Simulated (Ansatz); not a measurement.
# Residual resistivity of an alloy: W(100) with 4 layers of random W-Mo, 2x2

Aim: the residual resistivity of a random alloy, from W(100) with 4 layers of random W-Mo, 2x2 and longer regions.

Program: Ansatz 0.2.0. Level of theory: Ansatz plane-wave DFT, PBE, PAW files; ballistic transport by layer matching (Landauer), zero bias; PAW set soft_1. Results are calculated unless marked as measured.

Most raw output is cut from this account.

## Step 1: Starting point

The cell holds 56 atoms: 52 W and 4 Mo. Cell: a = 6.330 Å, b = 6.330 Å, c = 22.154 Å, α = 90.0°, β = 90.0°, γ = 90.0°. It derives from W. Regions: lead, 40 atoms (40 W); scattering region, 16 atoms (4 Mo and 12 W). The structure is stacked along c, and the current runs across the ab planes.

## Step 2: With 4 alloy layers

In 4 layers a share of 0.25 of the sites is given to Mo at random. The layers about the cell's end stay perfect and serve as the lead. Disorder leaves little or no symmetry, which makes such runs dear. Energies from -0.05 to 0.05 eV in steps of 0.05 eV are too few for the program's thermal sum, so it prints no conductance; for a metal the transmission near the Fermi level serves, at a fraction of the cost.

Input file input.yaml:

```yaml
crystal:
  lattice:
    - [6.3296, 0.0, 0.0]
    - [0.0, 6.3296, 0.0]
    - [0.0, 0.0, 22.1536]
  atoms:
    - { symbol: W, position: [0.0, 0.0, 0.0357142857] }
    - { symbol: W, position: [0.0, 0.5, 0.0357142857] }
    - { symbol: W, position: [0.5, 0.0, 0.0357142857] }
    - { symbol: W, position: [0.5, 0.5, 0.0357142857] }
    - { symbol: W, position: [0.25, 0.25, 0.1071428571] }
    - { symbol: W, position: [0.25, 0.75, 0.1071428571] }
    - { symbol: W, position: [0.75, 0.25, 0.1071428571] }
    - { symbol: W, position: [0.75, 0.75, 0.1071428571] }
[... 44 atom lines left out ...]
    - { symbol: W, position: [0.25, 0.25, 0.9642857143] }
    - { symbol: W, position: [0.25, 0.75, 0.9642857143] }
    - { symbol: W, position: [0.75, 0.25, 0.9642857143] }
    - { symbol: W, position: [0.75, 0.75, 0.9642857143] }
kpoints:
  mp_grid: { grid: [4, 4, 1] }
hamiltonian:
  xc: pbe
  pseudopotentials: { kind: paw, azcp: { folder: soft_1 } }
scf:
  occupations: { method: fermi_dirac, width: 0.1 }
output:
  transmission: { leads: [[0, 4]], kmesh: [8, 8], e_range: [-0.05, 0.05], de: 0.05 }
  write_potential: true
  write_density: true
  volumetric_format: npy
```

Started as:

```sh
ansatz run input.yaml --threads 4 --pin off --max-ram 15360MiB --backend cpu --events-out ev --progress --plain --runs-dir out
```

Wall time 5.9 min (4 threads of Intel Xeon Platinum 8488C (Sapphire Rapids), shared host); peak memory 7.6 GiB; 21 min of CPU time.

This step gave:

| Quantity | Value |
| --- | --- |
| free energy | -559892.2321 eV |
| energy at zero smearing | -559891.7232 eV |
| Fermi energy | 22.36 eV |
| cell area | 40.06 Å² |
| transmission per spin nearest the Fermi level | 5.442 |
| open channels per spin nearest the Fermi level | 5.781 |
| step of the lead's potential | 2.7 meV |

Per spin. Transmission, zone mean against energy, zero at the Fermi level:

```
energy (eV)  transmission, zone mean
    -0.0500                     5.08
     0.0000                     5.44
     0.0500                     5.24
```

Per spin. Open channels, zone mean, lead against energy, zero at the Fermi level:

```
energy (eV)  open channels, zone mean, lead
    -0.0500                            5.28
     0.0000                            5.78
     0.0500                            5.53
```

Transmission over k1 and k2. At 0.0000 eV from the Fermi level.

Values, 8 rows by 8 columns:
```
 1.8  1.0  3.0  4.0  6.5  4.0  3.0  1.0
 2.0  3.0  2.8  6.8  8.9  6.8  3.1  3.0
 4.0  4.0  6.8 11.9 13.4 11.9  6.8  4.0
 7.1  6.5  8.9 13.4 13.7 13.4  8.9  6.5
 4.0  4.0  6.8 11.9 13.4 11.9  6.8  4.0
 2.0  3.0  3.1  6.8  8.9  6.8  2.8  3.0
 1.8  1.0  3.0  4.0  6.5  4.0  3.0  1.0
 0.0  1.8  2.0  4.0  7.1  4.0  2.0  1.8
```
Columns: k1 (b1) from -0.5 to 0.375; rows upwards: k2 (b2) from -0.5 to 0.375.

Open channels over k1 and k2. At 0.0000 eV from the Fermi level.

Values, 8 rows by 8 columns:
```
 2.0  1.0  3.0  4.0  7.0  4.0  3.0  1.0
 2.0  3.0  4.0  7.0 10.0  7.0  4.0  3.0
 4.0  4.0  7.0 13.0 14.0 13.0  7.0  4.0
 8.0  7.0 10.0 14.0 14.0 14.0 10.0  7.0
 4.0  4.0  7.0 13.0 14.0 13.0  7.0  4.0
 2.0  3.0  4.0  7.0 10.0  7.0  4.0  3.0
 2.0  1.0  3.0  4.0  7.0  4.0  3.0  1.0
 0.0  2.0  2.0  4.0  8.0  4.0  2.0  2.0
```
Columns: k1 (b1) from -0.5 to 0.375; rows upwards: k2 (b2) from -0.5 to 0.375.

Over the solved energies the transmission per spin lies between 5.08 and 5.44, out of 5.53 channels of the lead on average (up to 5.78).

## Step 3: With 8 alloy layers

In 8 layers a share of 0.25 of the sites is given to Mo at random. A fresh draw is used; the growth of the resistance with length is what counts.

System of this step: W(100) with 8 layers of random W-Mo, 2x2. The cell holds 72 atoms: 64 W and 8 Mo. Cell: a = 6.330 Å, b = 6.330 Å, c = 28.483 Å, α = 90.0°, β = 90.0°, γ = 90.0°. It derives from W. Regions: lead, 40 atoms (40 W); scattering region, 32 atoms (24 W and 8 Mo). The structure is stacked along c, and the current runs across the ab planes.

Input file input.yaml:

```yaml
crystal:
  lattice:
    - [6.3296, 0.0, 0.0]
    - [0.0, 6.3296, 0.0]
    - [0.0, 0.0, 28.4832]
  atoms:
    - { symbol: W, position: [0.0, 0.0, 0.0277777778] }
    - { symbol: W, position: [0.0, 0.5, 0.0277777778] }
    - { symbol: W, position: [0.5, 0.0, 0.0277777778] }
    - { symbol: W, position: [0.5, 0.5, 0.0277777778] }
    - { symbol: W, position: [0.25, 0.25, 0.0833333333] }
    - { symbol: W, position: [0.25, 0.75, 0.0833333333] }
    - { symbol: W, position: [0.75, 0.25, 0.0833333333] }
    - { symbol: W, position: [0.75, 0.75, 0.0833333333] }
[... 60 atom lines left out ...]
    - { symbol: W, position: [0.25, 0.25, 0.9722222222] }
    - { symbol: W, position: [0.25, 0.75, 0.9722222222] }
    - { symbol: W, position: [0.75, 0.25, 0.9722222222] }
    - { symbol: W, position: [0.75, 0.75, 0.9722222222] }
kpoints:
  mp_grid: { grid: [4, 4, 1] }
hamiltonian:
  xc: pbe
  pseudopotentials: { kind: paw, azcp: { folder: soft_1 } }
scf:
  occupations: { method: fermi_dirac, width: 0.1 }
output:
  transmission: { leads: [[0, 4]], kmesh: [8, 8], e_range: [-0.05, 0.05], de: 0.05 }
  write_potential: true
  write_density: true
  volumetric_format: npy
```

It took 17 min on 4 threads; peak memory 8 GiB; 57 min of CPU time.

This step gave:

```
free energy                                    : -704347.6605 eV
energy at zero smearing                        : -704347.0138 eV
Fermi energy                                   : 22.24 eV
transmission per spin nearest the Fermi level  : 4.785
open channels per spin nearest the Fermi level : 5.031
step of the lead's potential                   : 1.1 meV
```

Per spin. Transmission, zone mean against energy, zero at the Fermi level:

```
energy (eV)  transmission, zone mean
    -0.0500                     4.51
     0.0000                     4.79
     0.0500                     5.18
```

Over the solved energies the transmission per spin lies between 4.51 and 5.18, out of 5.11 channels of the lead on average (up to 5.66).

## Step 4: With 12 alloy layers

In 12 layers a share of 0.25 of the sites is given to Mo at random. A fresh draw is used; the growth of the resistance with length is what counts.

System of this step: W(100) with 12 layers of random W-Mo, 2x2. The cell holds 88 atoms: 76 W and 12 Mo. Its edges and angles: a = 6.330 Å, b = 6.330 Å, c = 34.813 Å, α = 90.0°, β = 90.0°, γ = 90.0°. It derives from W. Regions: lead, 40 atoms (40 W); scattering region, 48 atoms (36 W and 12 Mo). The structure is stacked along c, and the current runs across the ab planes.

Input file input.yaml:

```yaml
crystal:
  lattice:
    - [6.3296, 0.0, 0.0]
    - [0.0, 6.3296, 0.0]
    - [0.0, 0.0, 34.8128]
  atoms:
    - { symbol: W, position: [0.0, 0.0, 0.0227272727] }
    - { symbol: W, position: [0.0, 0.5, 0.0227272727] }
    - { symbol: W, position: [0.5, 0.0, 0.0227272727] }
    - { symbol: W, position: [0.5, 0.5, 0.0227272727] }
    - { symbol: W, position: [0.25, 0.25, 0.0681818182] }
    - { symbol: W, position: [0.25, 0.75, 0.0681818182] }
    - { symbol: W, position: [0.75, 0.25, 0.0681818182] }
    - { symbol: W, position: [0.75, 0.75, 0.0681818182] }
[... 76 atom lines left out ...]
    - { symbol: W, position: [0.25, 0.25, 0.9772727273] }
    - { symbol: W, position: [0.25, 0.75, 0.9772727273] }
    - { symbol: W, position: [0.75, 0.25, 0.9772727273] }
    - { symbol: W, position: [0.75, 0.75, 0.9772727273] }
kpoints:
  mp_grid: { grid: [4, 4, 1] }
hamiltonian:
  xc: pbe
  pseudopotentials: { kind: paw, azcp: { folder: soft_1 } }
scf:
  occupations: { method: fermi_dirac, width: 0.1 }
output:
  transmission: { leads: [[0, 4]], kmesh: [8, 8], e_range: [-0.05, 0.05], de: 0.05 }
  write_potential: true
  write_density: true
  volumetric_format: npy
```

Run time: 22 min. Hardware: 4 threads; peak memory 8.4 GiB.

This step gave:

* free energy: -848803.0019 eV
* energy at zero smearing: -848802.2282 eV
* Fermi energy: 22.20 eV
* transmission per spin nearest the Fermi level: 4.809
* open channels per spin nearest the Fermi level: 5.281
* step of the lead's potential: 0.7 meV

Per spin. The transmission, zone mean by energy, zero at the Fermi level:

```
energy (eV)  transmission, zone mean
    -0.0500                     4.42
     0.0000                     4.81
     0.0500                     5.11
```

Over the solved energies the transmission per spin lies between 4.42 and 5.11, out of 5.20 channels of the lead on average (up to 5.66).

## Step 5: Resistance against length

This step: Ansatz plane-wave DFT, PBE, PAW files; ballistic transport by layer matching (Landauer), zero bias; residual resistivity from the slope of the area resistance, atoms on the host's lattice; PAW set soft_1 (Ansatz 0.2.0).

Numbers from this step:

```yaml
resistivity: 3.011 µΩ cm
intercept: 0.02774 fΩ m²
scatter_about_the_fit: 0.003527 fΩ m²
```

Resistance, by row:

```
run  length (Å)      T  channels N  RA (fΩ m²)
 n4        6.33  5.254       5.531     0.04929
 n8       12.66  4.824       5.115     0.06087
n12       18.99  4.778       5.198     0.08741
```

Area resistance against length of the alloy:

```
length of the alloy (Å)  area resistance (fΩ m²)
                   6.33                   0.0493
                  12.66                   0.0609
                  18.99                   0.0874
```

The area resistance goes from 0.049 to 0.087 fΩ m² between 6.3 and 19.0 Å, a slope of 3.0 µΩ cm.

By hand from the end points: (0.08741 − 0.04929) fΩ m² / (18.99 − 6.33) Å = 3.0 µΩ cm, since 1 fΩ m² per Å is 1000 µΩ cm.

## Step 6: Outcome

```yaml
resistivity_from_the_slope: 3.01 µΩ cm
area_resistance_over_6p33_a: 0.0493 fΩ m²
area_resistance_over_12p7_a: 0.0609 fΩ m²
area_resistance_over_19p0_a: 0.0874 fΩ m²
```

The slope gives 3.0 µΩ cm. The points scatter by 0.0035 fΩ m² about the line, with one random draw a length in a 2x2 cell, so the slope is a rough value. The lead's own channel count moves between the runs (5.53, 5.11 and 5.20), which shifts RA and the slope too. Read with a model of isotropic scattering on a spherical Fermi surface and the lead's 1.1×10¹⁵ S/m², this slope means a mean free path near 286 Å; over these lengths the model's slope is 1.23 times its bulk resistivity, which would be 2.5 µΩ cm. The atoms sit on the host's lattice, so scattering by size misfit is left out. Spin-orbit coupling is left out, which matters for W.

[Logs are printed without paths, hosts, clocks, repeated set-up lines and the standing remarks that a program may print on its own settings, such as how far it seeks lower states.]

[Hosts, paths, dates, database ids (printed as entryN), source tags and the programs' standing remarks are cut or masked in the printed files.]
